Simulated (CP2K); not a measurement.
# MoS2 (P-3m1) in CP2K: settings compared

The runs below take MoS2 through band structure, with PBEsol, LDA.

Program: CP2K 2026.2. These are calculated values, not measurements. Logs are shortened: lines on timing, memory, paths and dates and some standing lists are left out, and cuts for length are marked.

## 1. Starting point

It takes space group P-3m1 (No. 164, trigonal). The conventional cell has a = 3.227 Å, b = 3.227 Å, c = 6.312 Å, α = 90.00°, β = 90.00°, γ = 120.00°. Mo (site symmetry -3m) is surrounded by 6 S at 2.42 Å. Around S (site symmetry 3m) lie 3 Mo at 2.42 Å.

Measurements of this composition are mostly on another form, of space group No. 194.

## 2. Band structure, PBEsol

mos2_bands.inp reads:

```
&GLOBAL
  PROJECT mos2_bands
  RUN_TYPE ENERGY_FORCE
  PRINT_LEVEL LOW
&END GLOBAL
&FORCE_EVAL
  METHOD QS
  STRESS_TENSOR ANALYTICAL
  &DFT
    BASIS_SET_FILE_NAME BASIS_MOLOPT_UZH
    POTENTIAL_FILE_NAME POTENTIAL_UZH
    &MGRID
      CUTOFF 450
      REL_CUTOFF 60
      NGRIDS 4
    &END MGRID
    &QS
      METHOD GPW
      EPS_DEFAULT 1.0E-9
    &END QS
    &KPOINTS
      SCHEME MONKHORST-PACK 9 9 4
      GAMMA_CENTERED T
      SYMMETRY T
      SYMMETRY_BACKEND SPGLIB
    &END KPOINTS
    &SCF
      SCF_GUESS ATOMIC
      EPS_SCF 1.0E-6
      MAX_SCF 100
      ADDED_MOS 15
      CHOLESKY OFF
      EPS_EIGVAL 1.0E-7
      &DIAGONALIZATION ON
        ALGORITHM STANDARD
      &END DIAGONALIZATION
      &MIXING ON
        METHOD BROYDEN_MIXING
        ALPHA 0.4
        BETA 1.5
        NBUFFER 8
      &END MIXING
      &SMEAR ON
        METHOD FERMI_DIRAC
        ELECTRONIC_TEMPERATURE [K] 116.045
      &END SMEAR
    &END SCF
    &XC
      &XC_FUNCTIONAL
        &GGA_X_PBE_SOL
        &END GGA_X_PBE_SOL
        &GGA_C_PBE_SOL
        &END GGA_C_PBE_SOL
      &END XC_FUNCTIONAL
    &END XC
    &PRINT
      &KPOINTS ON
      &END KPOINTS
      &MULLIKEN ON
      &END MULLIKEN
      &MO ON
        ENERGIES T
        OCCUPATION_NUMBERS T
        &EACH
          QS_SCF 0
        &END EACH
        ADD_LAST NUMERIC
      &END MO
      &LOWDIN ON
      &END LOWDIN
      &HIRSHFELD ON
        SHAPE_FUNCTION DENSITY
      &END HIRSHFELD
      &BAND_STRUCTURE
        FILE_NAME bands.bs
        ADDED_MOS 2
        &KPOINT_SET
          UNITS B_VECTOR
          NPOINTS 10
          SPECIAL_POINT GAMMA 0.00000000 0.00000000 0.00000000
          SPECIAL_POINT M 0.50000000 0.00000000 0.00000000
          SPECIAL_POINT K 0.33333333 0.33333333 0.00000000
          SPECIAL_POINT GAMMA 0.00000000 0.00000000 0.00000000
          SPECIAL_POINT A 0.00000000 0.00000000 0.50000000
          SPECIAL_POINT L 0.50000000 0.00000000 0.50000000
          SPECIAL_POINT H 0.33333333 0.33333333 0.50000000
          SPECIAL_POINT A 0.00000000 0.00000000 0.50000000
        &END KPOINT_SET
        &KPOINT_SET
          UNITS B_VECTOR
          NPOINTS 10
          SPECIAL_POINT L 0.50000000 0.00000000 0.50000000
          SPECIAL_POINT M 0.50000000 0.00000000 0.00000000
        &END KPOINT_SET
        &KPOINT_SET
          UNITS B_VECTOR
          NPOINTS 10
          SPECIAL_POINT K 0.33333333 0.33333333 0.00000000
          SPECIAL_POINT H 0.33333333 0.33333333 0.50000000
        &END KPOINT_SET
      &END BAND_STRUCTURE
    &END PRINT
  &END DFT
  &SUBSYS
    &CELL
      ABC 3.2274645616 3.2274645615 6.3124734200
      ALPHA_BETA_GAMMA 90.0000000000 90.0000000000 120.0000000005
      PERIODIC XYZ
    &END CELL
    &COORD
      Mo  0.0000000000 0.0000000000 3.1562367100
      S   1.6137322810 0.9316887666 4.7007769989
      S   -0.0000000002 1.8633775335 1.6116964211
    &END COORD
    &KIND Mo
      BASIS_SET TZVP-MOLOPT-PBE-GTH-q14
      POTENTIAL GTH-PBE-q14
    &END KIND
    &KIND S
      BASIS_SET TZVP-MOLOPT-PBE-GTH-q6
      POTENTIAL GTH-PBE-q6
    &END KIND
    &PRINT
      &ATOMIC_COORDINATES ON
      &END ATOMIC_COORDINATES
      &CELL ON
      &END CELL
      &SYMMETRY ON
      &END SYMMETRY
    &END PRINT
  &END SUBSYS
  &PRINT
    &FORCES ON
    &END FORCES
    &STRESS_TENSOR ON
    &END STRESS_TENSOR
  &END PRINT
&END FORCE_EVAL
```

Potentials or basis: POTENTIAL_UZH Mo GTH-PBE-q14, S GTH-PBE-q6; TZVP-MOLOPT-PBE-GTH basis.

The run is started by

```
OMP_NUM_THREADS=1 cp2k.psmp -i mos2_bands.inp -o mos2_bands.out
```

mos2_bands.out:

```text

 CP2K| version string:                                       CP2K version 2026.2
 CP2K| Input file name                                            mos2_bands.inp

 GLOBAL| Force Environment number                                              1
 GLOBAL| Basis set file name                                    BASIS_MOLOPT_UZH
 GLOBAL| Potential file name                                       POTENTIAL_UZH
 GLOBAL| MM Potential file name                                     MM_POTENTIAL
 GLOBAL| Coordinate file name                                      __STD_INPUT__
 GLOBAL| Method name                                                        CP2K
 GLOBAL| Project name                                                 mos2_bands
 GLOBAL| Run type                                                   ENERGY_FORCE
 GLOBAL| FFT library                                                       FFTW3
[... 6 lines left out ...]
 GLOBAL| Total number of message passing processes                             1
 GLOBAL| Number of threads for this process                                    1
 GLOBAL| CPU model name                                                  UNKNOWN

 CELL| Volume [angstrom^3]:                                            56.944680
 CELL| Vector a [angstrom]:       3.227     0.000     0.000   |a| =     3.227465
 CELL| Vector b [angstrom]:      -1.614     2.795     0.000   |b| =     3.227465
 CELL| Vector c [angstrom]:       0.000     0.000     6.312   |c| =     6.312473
 CELL| Angle (b,c), alpha [degree]:                                    90.000000
 CELL| Angle (a,c), beta  [degree]:                                    90.000000
 CELL| Angle (a,b), gamma [degree]:                                   120.000000
 CELL| Numerically orthorhombic:                                              NO
 CELL| Periodicity                                                           XYZ

 CELL_REF| Volume [angstrom^3]:                                        56.944680
 CELL_REF| Vector a [angstrom     3.227     0.000     0.000   |a| =     3.227465
 CELL_REF| Vector b [angstrom    -1.614     2.795     0.000   |b| =     3.227465
 CELL_REF| Vector c [angstrom     0.000     0.000     6.312   |c| =     6.312473
 CELL_REF| Angle (b,c), alpha [degree]:                                90.000000
 CELL_REF| Angle (a,c), beta  [degree]:                                90.000000
 CELL_REF| Angle (a,b), gamma [degree]:                               120.000000
 CELL_REF| Numerically orthorhombic:                                          NO
 CELL_REF| Periodicity                                                       XYZ
[... 10 lines left out ...]

  Total number of            - Atomic kinds:                                   2
                             - Atoms:                                          3
                             - Shell sets:                                     3
                             - Shells:                                        25
                             - Primitive Cartesian functions:                 14
                             - Cartesian basis functions:                     77
                             - Spherical basis functions:                     69

  Maximum angular momentum of- Orbital basis functions:                        3
                             - Local part of the GTH pseudopotential:          2
                             - Non-local part of the GTH pseudopotential:      4

 MODULE QUICKSTEP: ATOMIC COORDINATES IN ANGSTROM

   Atom Kind Element         X             Y             Z       Z(eff)     Mass
      1    1 Mo   42      0.000000      0.000000      3.156237  14.0000  95.9600
      2    2 S    16      1.613732      0.931689      4.700777   6.0000  32.0650
      3    2 S    16     -0.000000      1.863378      1.611696   6.0000  32.0650

 Crystal Symmetry Information
       International Symbol:                                               P-3m1
       Point Group Symbol:                                                   -3m
       Schoenflies Symbol:                                                 D3d^3
       Number of Symmetry Operations:                                         12

 SCF PARAMETERS         Density guess:                                    ATOMIC
                        --------------------------------------------------------
                        max_scf:                                             100
[... 7 lines left out ...]
                        --------------------------------------------------------
                        level_shift [a.u.]:                             0.000000
                        added MOs                                        15    0
                        --------------------------------------------------------
[... 85 lines left out ...]
     7 Broy./Diag. 0.40E+00    1.6     0.00255914       -88.1635421836 -3.55E-02
     8 Broy./Diag. 0.40E+00    1.6     0.00215862       -88.1621906976  1.35E-03
     9 Broy./Diag. 0.40E+00    1.6     0.00079025       -88.1808211553 -1.86E-02
    10 Broy./Diag. 0.40E+00    1.6     0.00040599       -88.1850803451 -4.26E-03
    11 Broy./Diag. 0.40E+00    1.6     0.00025887       -88.1875352979 -2.45E-03
    12 Broy./Diag. 0.40E+00    1.6     0.00003911       -88.1865277111  1.01E-03
    13 Broy./Diag. 0.40E+00    1.6     0.00001327       -88.1864492720  7.84E-05
    14 Broy./Diag. 0.40E+00    1.6     0.00000671       -88.1863899672  5.93E-05
    15 Broy./Diag. 0.40E+00    1.6     0.00000070       -88.1863877784  2.19E-06

  *** SCF run converged in    15 steps ***

  Electronic density on regular grids:        -25.9999999966        0.0000000034
  Core density on regular grids:               25.9999999811       -0.0000000189
  Total charge density on r-space grids:       -0.0000000155
  Total charge density g-space grids:          -0.0000000155

  Overlap energy of the core charge distribution:               0.00000000000370
  Self energy of the core charge distribution:               -176.12885582154041
  Core Hamiltonian energy:                                     39.56489716681570
  Hartree energy:                                              60.60731134303398
  Exchange-correlation energy:                                -12.22971580236480
  Electronic entropic energy:                                  -0.00002466446810
  Fermi energy:                                                 0.29909625765770

  Total energy:                                               -88.18638777837680
  Total energy (extrapolated to T->0):                        -88.18637544614275

 MO| EIGENVALUES AND OCCUPATION NUMBERS FOR K POINT 1
 MO|
 MO|  Index      Eigenvalue [a.u.]        Eigenvalue [eV]             Occupation
 MO|      1              -1.961891             -53.385782               2.000000
 MO|      2              -1.024336             -27.873601               2.000000
 MO|      3              -1.016060             -27.648404               2.000000
 MO|      4              -1.010744             -27.503744               2.000000
 MO|      5              -0.185901              -5.058614               2.000000
 MO|      6              -0.161758              -4.401661               2.000000
[... 471 lines left out ...]
 MO|     27               0.897337              24.417785               0.000000
 MO|     28               0.932520              25.375148               0.000000
 MO| Sum:                                                              26.000000
 MO| E(Fermi):            0.299096 a.u.          8.138823 eV
 MO| Band gap:            0.044583 a.u.          1.213158 eV

 [... the levels of further k-points ...]

 !-----------------------------------------------------------------------------!
                     Mulliken Population Analysis

 #  Atom  Element  Kind  Atomic population                           Net charge
       1     Mo       1         14.361577                             -0.361577
       2     S        2          5.819213                              0.180787
       3     S        2          5.819211                              0.180789
 # Total charge                             26.000000                  0.000000

 !-----------------------------------------------------------------------------!

 !-----------------------------------------------------------------------------!
                           Hirshfeld Charges

  #Atom  Element  Kind  Ref Charge     Population                    Net charge
      1       Mo     1      14.000         13.763                         0.237
      2       S      2       6.000          6.119                        -0.119
      3       S      2       6.000          6.119                        -0.119

  Total Charge                                                            0.000
 !-----------------------------------------------------------------------------!

 LOWDIN POPULATION ANALYSIS

 #  Atom  Element  Kind  Atomic population                           Net charge
       1     Mo       1         15.765328                             -1.765328
       2     S        2          5.117336                              0.882664
       3     S        2          5.117336                              0.882664
 # Total charge                             26.000000                 -0.000000

 KPOINTS| Band Structure Calculation
 KPOINTS| Number of k-point sets                                               3
 KPOINTS| Number of added MOs/bands                                            2
 KPOINTS| Number of k-points in set    1                                      71
 KPOINTS| In units of b-vector [2pi/Bohr]
 KPOINTS| Special point     1       GAMMA     0.000000     0.000000     0.000000
 KPOINTS| Special point     2           M     0.500000     0.000000     0.000000
 KPOINTS| Special point     3           K     0.333333     0.333333     0.000000
 KPOINTS| Special point     4       GAMMA     0.000000     0.000000     0.000000
 KPOINTS| Special point     5           A     0.000000     0.000000     0.500000
 KPOINTS| Special point     6           L     0.500000     0.000000     0.500000
 KPOINTS| Special point     7           H     0.333333     0.333333     0.500000
 KPOINTS| Special point     8           A     0.000000     0.000000     0.500000
 KPOINTS| Number of k-points in set    2                                      11
 KPOINTS| In units of b-vector [2pi/Bohr]
 KPOINTS| Special point     1           L     0.500000     0.000000     0.500000
 KPOINTS| Special point     2           M     0.500000     0.000000     0.000000
 KPOINTS| Number of k-points in set    3                                      11
 KPOINTS| In units of b-vector [2pi/Bohr]
 KPOINTS| Special point     1           K     0.333333     0.333333     0.000000
 KPOINTS| Special point     2           H     0.333333     0.333333     0.500000

 ENERGY| Total FORCE_EVAL ( QS ) energy [hartree]            -88.186390811179706

 FORCES| Atomic forces [hartree/bohr]
 FORCES|   Atom     x               y               z               |f|
 FORCES|      1 -2.11476749E-09  4.00833624E-09 -8.40998569E-10   4.60936867E-09
 FORCES|      2  4.52799755E-09 -1.77078308E-08  5.31840371E-03   5.31840371E-03
 FORCES|      3 -2.41316611E-09  1.36993625E-08 -5.31840287E-03   5.31840287E-03
 FORCES| Sum     6.39532108E-14 -1.32037776E-13 -1.72031139E-12
 FORCES| Total atomic force                                       1.72655590E-12

 STRESS| Analytical stress tensor [bar]
 STRESS|                        x                   y                   z
 STRESS|      x       -2.92487080457E+04   7.32622833007E-02   1.21126705928E-02
 STRESS|      y        7.32622833007E-02  -2.92483574571E+04  -1.78399265966E-01
 STRESS|      z        1.21126705928E-02  -1.78399265966E-01   9.24582554412E+03
 STRESS| 1/3 Trace                                            -1.64170799862E+04
 STRESS| Determinant                                           7.90958803100E+12

 STRESS| Eigenvectors and eigenvalues of the analytical stress tensor [bar]
 STRESS|                        1                   2                   3
 STRESS| Eigenvalues  -2.92487227395E+04  -2.92483427642E+04   9.24582554495E+03
 STRESS|      x           0.980474286811      0.196647331289      0.000000314651
 STRESS|      y          -0.196647331286      0.980474286800     -0.000004634447
 STRESS|      z          -0.000001219858      0.000004482081      0.999999999989
```

It took 29 s on 1 thread of Arm Neoverse V2, shared host; peak memory 0.33 GiB.

What came out:

```
Free energy            : -2399.6737 eV
Pressure               : -1.6 GPa
Largest force          : 0.273 eV/Å
Band gap on the k mesh : none (metal or under the smearing width)
Mulliken charges       : Mo -0.36; S +0.18 e
Hirshfeld charges      : Mo +0.24; S -0.12 e
```

Forces on the atoms (eV/Å):
```
Mo   0.000  0.000  0.000
S    0.000  0.000  0.273
S    0.000  0.000 -0.273
```

Levels at the corners of the path, in eV from the Fermi level:
```tsv
point	band 11	band 12	band 13	band 14	band 15	band 16
Γ	-1.07	-0.97	-0.97	-0.29	-0.29	3.26
M	-3.18	-1.75	-1.73	0.97	1.75	3.70
K	-3.88	-3.43	0.64	0.85	0.85	2.89
Γ	-1.07	-0.97	-0.97	-0.29	-0.29	3.26
A	-0.97	-0.97	-0.36	-0.36	-0.04	3.42
L	-2.38	-2.13	-1.60	0.97	1.77	3.36
H	-3.82	-3.78	0.38	0.38	0.65	3.67
A	-0.97	-0.97	-0.36	-0.36	-0.04	3.42
L	-2.38	-2.13	-1.60	0.97	1.77	3.36
M	-3.18	-1.75	-1.73	0.97	1.75	3.70
K	-3.88	-3.43	0.64	0.85	0.85	2.89
H	-3.82	-3.78	0.38	0.38	0.65	3.67
```

Caveat: Mulliken charges move with the basis; the potentials were made for another functional, which shifts forces and pressure; this functional lacks dispersion, which binds the layers, so the pressure and a relaxed spacing across them are unreliable; the basis of atomic orbitals isn't converged, which shifts pressures, moduli and gaps.

(Part 1 of 2 ends here.)
